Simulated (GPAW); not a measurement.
# WC (Qusongite) (P-6m2) in GPAW: further runs

Aim: see how the results for WC (Qusongite) move with the level of theory and the settings. Levels: vdW-DF, optB88-vdW, LDA. Tasks: band structure.

Program: GPAW 26.7.0. These are calculated values, not measurements. Logs are shortened: lines on timing, memory, paths and dates and some standing lists are left out, and cuts for length are marked. The log counts tension as positive stress, the text compression.

## Step 1: The structure

Symmetry: P-6m2, No. 187, hexagonal system. The conventional cell has a = 2.907 Å, b = 2.907 Å, c = 2.837 Å, α = 90.00°, β = 90.00°, γ = 120.00°. W (site symmetry -6m2) has 6 C at 2.20 Å as nearest neighbours. C (site symmetry -6m2) is surrounded by 6 W at 2.20 Å.

## Step 2: Band structure, vdW-DF, spin-orbit coupling, no magnetisation

run.py

```python
import numpy as np
from ase.dft.bandgap import bandgap
from ase.io import read, write
from gpaw import GPAW, PW
from gpaw.spinorbit import soc_eigenstates

atoms = read('WC.cif')

calc = GPAW(mode=PW(800),
            xc={'name': 'vdW-DF', 'backend': 'libvdwxc'},
            kpts={'size': (7, 7, 7), 'gamma': True},
            occupations={'name': 'fermi-dirac', 'width': 0.05},
            nbands=19,
            convergence={'density': 1e-05, 'energy': 1e-05},
            maxiter=150,
            txt='gpaw.txt')
atoms.calc = calc
energy = atoms.get_potential_energy()
forces = atoms.get_forces()
calc.write('gs.gpw')
write('result.traj', atoms)
print(f'Energy: {energy:.6f} eV')
print('Forces (eV/A):')
print(forces.round(4))
print('Fermi level:', round(calc.get_fermi_level(), 4), 'eV')
print(f'Gap: {bandgap(calc)[0]:.4f} eV, direct: {bandgap(calc, direct=True)[0]:.4f} eV')

path = atoms.cell.bandpath('GMKGALHA,LM,KH', npoints=80, eps=1e-4)
bs_calc = calc.fixed_density(kpts=path, symmetry='off', nbands=28,
                             convergence={'bands': 'CBM+6.0', 'eigenstates': 1e-6}, txt='bands.txt')
bs = bs_calc.band_structure()
bs.write('bs.json')
print(f'Gap on the path: {bandgap(bs_calc)[0]:.4f} eV')

soc = soc_eigenstates(bs_calc, theta=0, phi=0)
np.savetxt('soc_bands.dat', soc.eigenvalues(), fmt='%.4f')
mesh = soc_eigenstates('gs.gpw', theta=0, phi=0)
np.savetxt('soc_mesh.dat', mesh.eigenvalues(), fmt='%.4f')
print('Fermi level with spin-orbit coupling:', round(mesh.fermi_level, 4), 'eV')
```

WC.cif

```cif
data_WC
_cell_length_a 2.90650000
_cell_length_b 2.90650000
_cell_length_c 2.83660000
_cell_angle_alpha 90.00000000
_cell_angle_beta 90.00000000
_cell_angle_gamma 120.00000000
_space_group_name_H-M_alt 'P1'
_space_group_name_Hall 'P 1'
_space_group_IT_number 1
loop_
_space_group_symop_operation_xyz
'x,y,z'
loop_
_atom_site_label
_atom_site_type_symbol
_atom_site_symmetry_multiplicity
_atom_site_Wyckoff_symbol
_atom_site_fract_x
_atom_site_fract_y
_atom_site_fract_z
_atom_site_occupancy
W1 W 1 a 0.0000000000 0.0000000000 0.0000000000 1
C1 C 1 a 0.6666666667 0.3333333333 0.5000000000 1
```

Potentials or basis: GPAW PAW data sets (gpaw-data 1.2.1), pw.

Started as:

```console
> OMP_NUM_THREADS=1 python run.py
```

gpaw.txt:

```text
__  _  _
 | _ |_)|_||  |
 |__||  | ||/\| - 26.7.0

Input parameters:
  mode=PW(ecut=800.0),
  convergence={'density': 1e-05, 'energy': 1e-05},
  kpts=MonkhorstPack(size=(7, 7, 7), gamma=True),
  maxiter=150,
  nbands=19,
  occupations=Occupations(name='fermi-dirac', width=0.05),
  xc=XC(name='vdW-DF', backend='libvdwxc')

Diagonalizing LCAO Hamiltonian
Converting LCAO to pw mode

           C

       W

Atoms  # Å, Bohr magnetons
|   | symbol |        x |        y |        z |    initial magnetic moments |
|---|--------|----------|----------|----------|-----------------------------|
| 0 |      W | 0.000000 | 0.000000 | 0.000000 | ( 0.0000,  0.0000,  0.0000) |
| 1 |      C | 1.453250 | 0.839034 | 1.418300 | ( 0.0000,  0.0000,  0.0000) |

Unit cell  # Å
| periodic |         x |        y |        z |  lengths |     angles |
|----------|-----------|----------|----------|----------|------------|
|      yes |  2.906500 | 0.000000 | 0.000000 | 2.906500 |  90.000000 |
|      yes | -1.453250 | 2.517103 | 0.000000 | 2.906500 |  90.000000 |
|      yes |  0.000000 | 0.000000 | 2.836600 | 2.836600 | 120.000000 |

Number of symmetries: 12
Symmetry operations  # r_c * U_cc + t_c -> r_c
|    | kind |            matrix            |
|----|------|------------------------------|
|  0 |  σ   |  1, 1, 0,  0,-1, 0,  0, 0, 1 |
|  1 |  C2  |  1, 1, 0,  0,-1, 0,  0, 0,-1 |
|  2 |  E   |  1, 0, 0,  0, 1, 0,  0, 0, 1 |
|  3 |  σ   |  1, 0, 0,  0, 1, 0,  0, 0,-1 |
|  4 |  C3  |  0, 1, 0, -1,-1, 0,  0, 0, 1 |
|  5 |  S3  |  0, 1, 0, -1,-1, 0,  0, 0,-1 |
|  6 |  σ   |  0,-1, 0, -1, 0, 0,  0, 0, 1 |
|  7 |  C2  |  0,-1, 0, -1, 0, 0,  0, 0,-1 |
|  8 |  σ   | -1, 0, 0,  1, 1, 0,  0, 0, 1 |
|  9 |  C2  | -1, 0, 0,  1, 1, 0,  0, 0,-1 |
| 10 |  C3  | -1,-1, 0,  1, 0, 0,  0, 0, 1 |
| 11 |  S3  | -1,-1, 0,  1, 0, 0,  0, 0,-1 |

BZ-sampling:
  Number of BZ points: 343
  Number of IBZ points: 32

  Monkhorst-Pack size: [7, 7, 7]
  Monkhorst-Pack shift: [0, 0, 0]

K-points  # in reciprocal-cell coordinates
|     |                                coordinates |     weight |
|-----|--------------------------------------------|------------|
|   0 | (  0.00000000,   0.00000000,   0.00000000) | 0.00291545 |
|   1 | (  0.00000000,   0.00000000,   0.14285714) | 0.00583090 |
|   2 | (  0.00000000,   0.00000000,   0.28571429) | 0.00583090 |
|   3 | (  0.00000000,   0.00000000,   0.42857143) | 0.00583090 |
|   4 | (  0.14285714,   0.00000000,   0.00000000) | 0.01749271 |
|   5 | (  0.14285714,   0.00000000,   0.14285714) | 0.03498542 |
|   6 | (  0.14285714,   0.00000000,   0.28571429) | 0.03498542 |
|   7 | (  0.14285714,   0.00000000,   0.42857143) | 0.03498542 |
|   8 | (  0.28571429,  -0.14285714,   0.00000000) | 0.01749271 |
|   9 | (  0.28571429,  -0.14285714,   0.14285714) | 0.03498542 |
| ... |                                            |            |
|  31 | (  0.42857143,   0.42857143,   0.42857143) | 0.03498542 |

Plane wave coefficients: 1085
Cutoff: 800.0 eV

Spin-components: 1 (collinear spins)
Bands:           19
Projectors:      11
Spin-degeneracy: 2
Datatype:        complex128

Parallelization:
  kpt:    1
  domain: 1
  band:   1

Density:
  Valence electrons: 18.0
  Components: 1
  Grid points: [20 20 20]
  Charge: 0.0  # |e|

Potential:
  Grid points: [20 20 20]

species:
  W:
    name:    Tungsten
    Z:       74.0
    valence: 14
    core:    60
    charge:  0.0  # [|e|]
    compensation charges:
      type: gauss
      rc: 0.40  # [Å]
      lmax: 2
    cutoffs:
      filter: 2.36  # [Å]
      core: 3.02  # [Å]
    projectors
    | kind |    occ | energy [eV] | rcut [Å] |
    |------|--------|-------------|----------|
    |   5s |  2.000 |     -78.785 |    1.344 |
    |   6s |  2.000 |      -5.639 |    1.344 |
    |   5p |  6.000 |     -43.193 |    1.355 |
    |   6p |  0.000 |      -1.336 |    1.355 |
    |   5d |  4.000 |      -4.444 |    1.228 |
    |    d |        |      22.768 |    1.228 |

    Using partial waves for W as LCAO basis

  C:
    name:    Carbon
    Z:       6.0
    valence: 4
    core:    2
    charge:  0.0  # [|e|]
    compensation charges:
      type: gauss
      rc: 0.20  # [Å]
      lmax: 2
    cutoffs:
      filter: 1.14  # [Å]
      core: 1.14  # [Å]
    projectors
    | kind |    occ | energy [eV] | rcut [Å] |
    |------|--------|-------------|----------|
    |   2s |  2.000 |     -13.783 |    0.635 |
    |   2p |  2.000 |      -5.237 |    0.635 |
    |    s |        |      13.429 |    0.635 |
    |    p |        |      21.974 |    0.635 |
    |    d |        |       0.000 |    0.635 |

    Using partial waves for C as LCAO basis

Reference energy: -439810.073797  # eV

eigensolver:
  PPCG
  Converge bands: occupied
  niter=2

density mixing:
  MSR1-Mixer
  Pratt-step length: 0.05
  Maximum mixing coefficient: 0.75
  Old densities: 10
  SVD Regularization: 0.005
  Good broyden scale: 1.0
  Trust region scale: 1.0
  Backstep threshold: 4.0
  History deletion threshold: 6.0
  Fourier metric: weight=20.0, sigma=0.015

occupation numbers:
  Fermi-Dirac:
    width: 0.0500  # eV

poisson solver:
  ecut: 6400.0  # eV

xc functional:
  name: vdW-DF with libvdwxc
  Mode: serial
  Semilocal: GGA_X_PBE_R+LDA_C_PW with 2 nearest neighbor stencil
  Local blocksize: 40 x 40 x 40
  PAW datasets: revPBE

convergence criteria:
- Maximum integral of absolute [dens]ity change: 1e-05 electrons / valence electron
- Maximum [total energy] change in last 3 cyles: 1e-05 eV / valence electron
- Maximum integral of absolute [eigenst]ate change: 4e-08 eV^2 / valence electron
maximum number of iterations: 150

SCF iterations
|iter     | |      energy | eigst |  dens |
|---------|-|-------------|-------|-------|
|iter:   1| | -111.872728 | -0.18 |       |
|iter:   2| | -111.324371 | -2.62 | -0.91 |
|iter:   3| | -110.140844 | -1.59 | -0.97 |
|iter:   4| | -110.153825 | -3.48 | -1.69 |
|iter:   5| | -110.167610 | -3.30 | -1.91 |
|iter:   6| | -110.167555 | -5.18 | -2.85 |
|iter:   7| | -110.167564c| -6.21 | -3.49 |
|iter:   8| | -110.167563c| -7.75c| -4.12 |
|iter:   9| | -110.167563c| -8.69c| -4.66 |
|iter:  10| | -110.167564c| -8.59c| -5.38c|

Converged in 10 steps
Energy contributions relative to reference atoms: (reference = -439810.073797)

Energy contributions:
  Kinetic:          28.363639
  Coulomb:         -29.018659
  Zero:             -0.022077
  External:          0.000000
  Xc:             -109.488751
  Entropy:          -0.003433
  Spinorbit:         0.000000
  ----------------------------
  Free energy:    -110.169280
  Extrapolated:   -110.167564

dipole moment: (-4.723127, -9.747678, -10.543486)  # |e|*Ang

Fermi level: 14.317
Eigenvalues  # (at kpt = [0.000, 0.000, 0.000])
| band index |      eig [eV] | occ [0-2] |
|------------|---------------|-----------|
|          0 |       -59.857 |     2.000 |
|          1 |       -24.079 |     2.000 |
|          2 |       -23.961 |     2.000 |
|          3 |       -23.961 |     2.000 |
|          4 |        -0.111 |     2.000 |
|          5 |         9.987 |     2.000 |
[... 9 lines left out ...]
|         15 |        31.234 |     0.000 |
|         16 |        31.234 |     0.000 |
|        ... |               |           |
|         18 |        38.377 |     0.000 |

No gap
No difference between direct/indirect transitions

Forces  # eV/Ang
|       x |       y |       z |
|---------|---------|---------|
| 0.00000 | 0.00000 | 0.00000 |  # W    0
| 0.00000 | 0.00000 | 0.00000 |  # C    1

# Writing to gs.gpw (mode='')
```

Wall time 17 s (1 thread of INTEL XEON PLATINUM 8581C at 2.10GHz (Emerald Rapids), shared host); peak memory 0.27 GiB.

What came out:

```
Free energy             : -110.1693 eV
Band gap along the path : none (metal or under the smearing width)
```

Levels at the corners of the path, in eV from the Fermi level:
```csv
point,band 15,band 16,band 17,band 18,band 19,band 20,band 21,band 22
Γ,-3.29,-3.29,-0.04,-0.04,2.83,2.83,3.25,3.25
M,-3.61,-3.61,-0.57,-0.57,2.16,2.16,4.14,4.14
K,-3.65,-3.50,0.26,0.55,0.63,1.02,1.90,1.99
Γ,-3.29,-3.29,-0.04,-0.04,2.83,2.83,3.25,3.25
A,-2.12,-2.12,-0.98,-0.98,-0.38,-0.38,3.35,3.35
L,-4.21,-4.21,0.30,0.30,4.14,4.14,4.95,4.95
H,-1.90,-1.58,-0.77,-0.52,4.05,4.15,6.08,6.35
A,-2.12,-2.12,-0.98,-0.98,-0.38,-0.38,3.35,3.35
L,-4.21,-4.21,0.30,0.30,4.14,4.14,4.95,4.95
M,-3.61,-3.61,-0.57,-0.57,2.16,2.16,4.14,4.14
K,-3.65,-3.50,0.26,0.55,0.63,1.02,1.90,1.99
H,-1.90,-1.58,-0.77,-0.52,4.05,4.15,6.08,6.35
```

Caveat: spin-orbit coupling was added after a scalar SCF, so levels and gaps hold it while energy, forces, pressure and moments don't; this program's spin-orbit splittings come out too wide for heavy elements; the PAW data sets were made with another functional, which shifts forces and pressure a little.

## Step 3: Band structure, optB88-vdW, spin-orbit coupling, no magnetisation

Changes to run.py since step 2:

```diff
@@ -1,4 +1,5 @@
 import numpy as np
+from ase import Atoms
 from ase.dft.bandgap import bandgap
-from ase.io import read, write
+from ase.io import write
 from gpaw import GPAW, PW
@@ -6,6 +7,12 @@
 
-atoms = read('WC.cif')
+atoms = Atoms(['W', 'C'],
+              cell=[[2.9065, 0.0, 0.0],
+                    [-1.45325, 2.5171028361, 0.0],
+                    [0.0, 0.0, 2.8366]],
+              scaled_positions=[[0.0, 0.0, 0.0],
+                                [0.6666666667, 0.3333333333, 0.5]],
+              pbc=True)
 
 calc = GPAW(mode=PW(800),
-            xc={'name': 'vdW-DF', 'backend': 'libvdwxc'},
+            xc={'name': 'optB88-vdW', 'backend': 'libvdwxc'},
             kpts={'size': (7, 7, 7), 'gamma': True},
@@ -15,2 +22,3 @@
             maxiter=150,
+            legacy_gpaw=True,
             txt='gpaw.txt')
@@ -27,3 +35,3 @@
 
-path = atoms.cell.bandpath('GMKGALHA,LM,KH', npoints=80, eps=1e-4)
+path = atoms.cell.bandpath('GMKGALHA,LM,KH', npoints=60, eps=1e-4)
 bs_calc = calc.fixed_density(kpts=path, symmetry='off', nbands=28,
```

Potentials or basis: GPAW PAW data sets (gpaw-data 1.2.1), pw.

Started as:

```console
> OMP_NUM_THREADS=1 python run.py
```

It took 14 s on 1 thread of INTEL XEON PLATINUM 8581C at 2.10GHz (Emerald Rapids), shared host; peak memory 0.26 GiB.

Results (log left out):

* Free energy: -75.5072 eV
* Band gap along the path: none (metal or under the smearing width)

Levels at the corners of the path, in eV from the Fermi level:
```tsv
point	band 15	band 16	band 17	band 18	band 19	band 20	band 21	band 22
Γ	-3.29	-3.29	-0.02	-0.02	2.82	2.82	3.23	3.23
M	-3.62	-3.62	-0.56	-0.56	2.15	2.15	4.14	4.14
K	-3.65	-3.50	0.25	0.56	0.61	1.03	1.90	1.99
Γ	-3.29	-3.29	-0.02	-0.02	2.82	2.82	3.23	3.23
A	-2.12	-2.12	-0.99	-0.99	-0.38	-0.38	3.36	3.36
L	-4.20	-4.20	0.31	0.32	4.15	4.15	4.97	4.97
H	-1.88	-1.56	-0.76	-0.51	4.06	4.16	6.11	6.38
A	-2.12	-2.12	-0.99	-0.99	-0.38	-0.38	3.36	3.36
L	-4.20	-4.20	0.32	0.32	4.15	4.15	4.97	4.97
M	-3.62	-3.62	-0.56	-0.56	2.15	2.15	4.14	4.14
K	-3.65	-3.50	0.25	0.56	0.61	1.03	1.90	1.99
H	-1.88	-1.56	-0.76	-0.51	4.06	4.16	6.11	6.38
```

Caveat: spin-orbit coupling was added after a scalar SCF, so levels and gaps hold it while energy, forces, pressure and moments don't; this program's spin-orbit splittings come out too wide for heavy elements; the PAW data sets were made with another functional, which shifts forces and pressure a little.

## Step 4: Band structure, LDA

Changes to run.py since step 3:

```diff
@@ -1,2 +1 @@
-import numpy as np
 from ase import Atoms
@@ -4,4 +3,6 @@
 from ase.io import write
-from gpaw import GPAW, PW
-from gpaw.spinorbit import soc_eigenstates
+from ase.units import GPa
+from gpaw import GPAW, PW, setup_paths
+
+setup_paths.insert(0, '.')
 
@@ -16,3 +17,3 @@
 calc = GPAW(mode=PW(800),
-            xc={'name': 'optB88-vdW', 'backend': 'libvdwxc'},
+            xc='LDA',
             kpts={'size': (7, 7, 7), 'gamma': True},
@@ -22,3 +23,2 @@
             maxiter=150,
-            legacy_gpaw=True,
             txt='gpaw.txt')
@@ -27,2 +27,3 @@
 forces = atoms.get_forces()
+stress = atoms.get_stress()
 calc.write('gs.gpw')
@@ -32,2 +33,3 @@
 print(forces.round(4))
+print('Stress (GPa):', (stress / GPa).round(3))
 print('Fermi level:', round(calc.get_fermi_level(), 4), 'eV')
@@ -41,7 +43 @@
 print(f'Gap on the path: {bandgap(bs_calc)[0]:.4f} eV')
-
-soc = soc_eigenstates(bs_calc, theta=0, phi=0)
-np.savetxt('soc_bands.dat', soc.eigenvalues(), fmt='%.4f')
-mesh = soc_eigenstates('gs.gpw', theta=0, phi=0)
-np.savetxt('soc_mesh.dat', mesh.eigenvalues(), fmt='%.4f')
-print('Fermi level with spin-orbit coupling:', round(mesh.fermi_level, 4), 'eV')
```

Potentials or basis: PAW data sets generated in the run's folder for this functional, pw.

Started as:

```console
> gpaw-setup -f LDA C W
> OMP_NUM_THREADS=1 python run.py
```

It took 16 s on 1 thread of INTEL XEON PLATINUM 8581C at 2.10GHz (Emerald Rapids), shared host; peak memory 0.22 GiB.

The run converged. Its results:

```yaml
Free_energy: -23.4769 eV
Pressure: -11.2 GPa
Band_gap_along_the_path: none (metal or under the smearing width)
```

Stress tensor (GPa, compression positive):
```
-10.38   0.00   0.00
  0.00 -10.38   0.00
  0.00   0.00 -12.87
```

Levels at the corners of the path, in eV from the Fermi level:
```csv
point,band 5,band 6,band 7,band 8,band 9,band 10,band 11,band 12,band 13
Γ,-14.38,-4.40,-3.42,-3.42,0.00,3.08,3.08,5.50,5.50
M,-11.02,-7.07,-3.72,-3.65,-0.55,2.19,4.41,4.76,6.74
K,-10.24,-6.64,-4.60,-3.55,0.48,0.88,1.94,3.14,9.04
Γ,-14.38,-4.40,-3.42,-3.42,0.00,3.08,3.08,5.50,5.50
A,-10.32,-8.68,-2.13,-2.13,-0.69,-0.69,3.54,4.41,4.41
L,-11.22,-6.51,-4.41,-4.23,0.25,4.31,5.18,6.58,9.03
H,-10.87,-7.29,-5.46,-1.68,-0.71,4.28,6.32,7.47,9.01
A,-10.32,-8.68,-2.13,-2.13,-0.69,-0.69,3.54,4.41,4.41
L,-11.22,-6.51,-4.41,-4.23,0.25,4.31,5.18,6.58,9.03
M,-11.02,-7.07,-3.72,-3.65,-0.55,2.19,4.41,4.76,6.74
K,-10.24,-6.64,-4.60,-3.55,0.48,0.88,1.94,3.14,9.04
H,-10.87,-7.29,-5.46,-1.68,-0.71,4.28,6.32,7.47,9.01
```

Caveat: spin-orbit coupling is left out, which moves the levels of the heavy elements.

## Step 5: For comparison

An earlier run on the cell as given: functional PBEsol; potentials or basis PAW data sets generated in the run's folder for this functional; cutoff 800 eV; basis pw; k mesh 10 × 10 × 9; occupations fermi-dirac, width 0.05 eV; no spin polarisation.

- Pressure: -4.0 GPa
- Band gap on the k mesh: none (metal or under the smearing width)

## Step 6: Overview

| task | level | potentials or basis | spin | k mesh | band path | band points | spin axis theta (degrees) | spin axis phi (degrees) | soc after scf | pressure (GPa) |
| --- | --- | --- | --- | --- | --- | --- | --- | --- | --- | --- |
| band structure | vdW-DF | GPAW PAW data sets (gpaw-data 1.2.1), pw | SOC, no magnetisation | 7 × 7 × 7 | GMKGALHA,LM,KH | 80 | 0 | 0 | second variation | - |
| band structure | optB88-vdW | GPAW PAW data sets (gpaw-data 1.2.1), pw | SOC, no magnetisation | 7 × 7 × 7 | GMKGALHA,LM,KH | 60 | 0 | 0 | second variation | - |
| band structure | LDA | PAW data sets generated in the run's folder for this functional, pw | off | 7 × 7 × 7 | GMKGALHA,LM,KH | 60 | - | - | - | -11.2 |
| single point | PBEsol | PAW data sets generated in the run's folder for this functional, pw | off | 10 × 10 × 9 | - | - | - | - | - | -4.0 |

Alike in all rows: cell as given; cutoff (eV) 800; smearing fermi-dirac 0.05 eV.

Caveats: spin-orbit coupling was added after a scalar SCF, so levels and gaps hold it while energy, forces, pressure and moments don't (some runs); this program's spin-orbit splittings come out too wide for heavy elements (some runs); the PAW data sets were made with another functional, which shifts forces and pressure a little (some runs); spin-orbit coupling is left out, which moves the levels of the heavy elements (some runs).

Absolute energies hang on the potentials; compare differences alone.
